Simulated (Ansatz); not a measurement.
# Elastic constants of Si at 18 GPa (stress–strain coefficients): input and output

All numbers below come from DFT PBE, scalar-relativistic, plane waves, PAW (Ansatz 0.2.0).

Launched with:
```bash
ansatz run input.yaml --threads 1 --pin off --max-ram 3072MiB --backend cpu --events-out ev --progress --plain --runs-dir out
```

Input (bare energies are in eV):
```yaml
crystal:
  lattice:
    - [0.0, 2.603118726, 2.603118726]
    - [2.603118726, 0.0, 2.603118726]
    - [2.603118726, 2.603118726, 0.0]
  atoms:
    - { symbol: Si, position: [0.5, 0.5, 0.5] }
    - { symbol: Si, position: [0.75, 0.75, 0.75] }
basis:
  ecutwfc: 420
kpoints:
  mp_grid: { grid: [12, 12, 12] }
hamiltonian:
  xc: pbe
scf:
  occupations: { method: fixed }
output:
  forces: true
  stress: true
  eigenvalues: true
elastic:
  mode: relaxed_ion
  stencil: two_point
```

From the output:
```
--- Elastic constants: 2 strain directions × 2 members + reference (group order 48) ---
  dense FFT box of the reference and of every strained cell: 25×25×25
  strains applied: 11, 23; error gains: componentwise 1.00 (the most a stress slope's error grows in a printed constant), spectral 1.73 (1 for all six strains in a standard setting)
  C = ∂σ_k/∂η_j (tension-positive GPa; Voigt order 11 22 33 23 13 12):
       219.338    127.664    127.664      0.000      0.000      0.000
       127.664    219.338    127.664      0.000      0.000     -0.000
       127.664    127.664    219.338      0.000     -0.000     -0.000
         0.000     -0.000     -0.000     77.714      0.000      0.000
         0.000     -0.000      0.000     -0.000     77.714     -0.000
         0.000     -0.000     -0.000     -0.000     -0.000     77.714
  reference stress σ⁰ (GPa):    -17.997    -17.997    -17.997      0.000     -0.000      0.000
  C* (energy form; C + prestress term) asymmetry max|C*_kj − C*_jk| = 2.842e-14 GPa — a small one proves nothing (zero by symmetry where the batch's group is 432, −43m or m−3m); a large one is finite-difference/SCF noise where every solve ...
  moduli (Voigt/Reuss/Hill, GPa): K = 158.22/158.22/158.22   G = 64.96/60.80/62.88   E = 166.58   ν = 0.325
  mechanically stable: yes (min eigenvalue of sym C = 77.71 GPa)
  strain η (Voigt 11):  stress-route row diagonal C_11 = 219.34 GPa, energy-path curvature d²(F+E_count+ΔE)/dδ²/Ω₀ = 219.34 GPa
         δ    σ_11 (GPa) F (eV) n_scf n_hpsi n_pw
    -2.000e-3     -18.4368       -1271.3332012       6   23301    701   relax 0 steps, max|allowed force component| 3.47e-18 eV/Å
     2.000e-3     -17.5594       -1271.3490538       6   23465    702   relax 0 steps, max|allowed force component| 3.47e-18 eV/Å
  strain η (Voigt 23):  stress-route row diagonal C_44 = 77.71 GPa, energy-path curvature d²(F+E_count+ΔE)/dδ²/Ω₀ = 86.72 GPa
         δ    σ_23 (GPa) F (eV) n_scf n_hpsi n_pw
    -2.000e-3      -0.1554       -1271.3411847       8   43920    701   relax 3 steps, max|allowed force component| 2.62e-9 eV/Å
     2.000e-3       0.1554       -1271.3411847       9   43999    701   relax 2 steps, max|allowed force component| 1.00e-7 eV/Å
```

Time: 32 s on 1 thread of Arm Neoverse V2 (shared host), peak memory 0.37 GiB.

The real crystal has changed phase below this pressure. The bands were filled as in an insulator; under compression the gap may have closed between mesh points.